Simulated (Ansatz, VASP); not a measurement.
# RbBr: VASP beside Ansatz

```
Rb Br
1.0
     0.00000    3.46083    3.59546
     3.46083    0.00000    3.59546
     3.46083    3.46083    0.00000
Rb Br
1 1
Direct
  0.00000 0.00000 0.00000
  0.50000 0.50000 0.50000
```

Change from the starting cell: uniaxial_z strain +3.9%.

Alike in both runs: task single point; functional r2SCAN; k mesh 6 × 6 × 6; no spin polarisation.

```csv
,VASP,Ansatz
version,VASP 6.6.1,Ansatz 0.2.0
potentials or method,"VASP PAW PBE potentials, release 64 (Rb_sv, Br)","plane waves, PAW"
plane-wave cutoff (eV),520,500
occupations,"gaussian, width 0.01 eV",fixed
valence electrons in the cell,16,16
```

|  | VASP | Ansatz | Ansatz less VASP |
| --- | --- | --- | --- |
| gap on the k mesh at the Fermi level (eV) | 4.78 | 4.78 | 0.000 |
| pressure (GPa) | -0.4 | -0.4 | -0.02 |
| largest component of the traceless stress (GPa) | 0.59 | 0.59 | -0.005 |

Caveats: the PAW data sets were made with another functional, which shifts forces and pressure a little (VASP).
